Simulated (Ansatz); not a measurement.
Base system: BeO in the wurtzite structure (space group P6_3mc, No. 186; a = 2.712 Å, c = 4.405 Å).

(Cell as relaxed with PBE.)

Levels (all Ansatz, an electronic-structure program, PAW): PBE (420 eV, no SOC); r2SCAN (500 eV, without spin-orbit coupling).

Each level relaxes its own structure.

```tsv
base	PBE	r2SCAN
volume per atom	7.01 Å³	6.85 Å³
lattice parameter a	271.2 pm	269.0 pm
band gap	7.45 eV	8.55 eV
```

It is then changed as follows: holes 1.0×10^22 cm⁻³, on a uniform background at fixed cell.

| quantity | PBE | r2SCAN |
|---|---|---|
| gap between the host's bands | 7.73 eV | … |
| Fermi level relative to the doped band's edge (positive inside the band; to 0.05 eV) | +0.40 eV | … |
| shift of the gap caused by the change | +0.28 eV | … |
| gap character | direct at Γ | … |

Task: Predict the r2SCAN column.

Result: 
- gap between the host's bands, r2SCAN: 8.82 eV
- Fermi level relative to the doped band's edge (positive inside the band; to 0.05 eV), r2SCAN: +0.40 eV
- shift of the gap caused by the change, r2SCAN: +0.27 eV
- gap character, r2SCAN: direct at Γ

PBE's gap between the host's bands lies 1.09 eV below r2SCAN's; the two agree on the Fermi level from band edge and gap character. Neither level is exact; r2SCAN is the comparison here, not a measurement.

Carriers are added with a uniform compensating background; total energy and stress of such cells depend on the potential's zero and are not compared; many-body gap narrowing is missing at this level. No phonon test of stability was made.
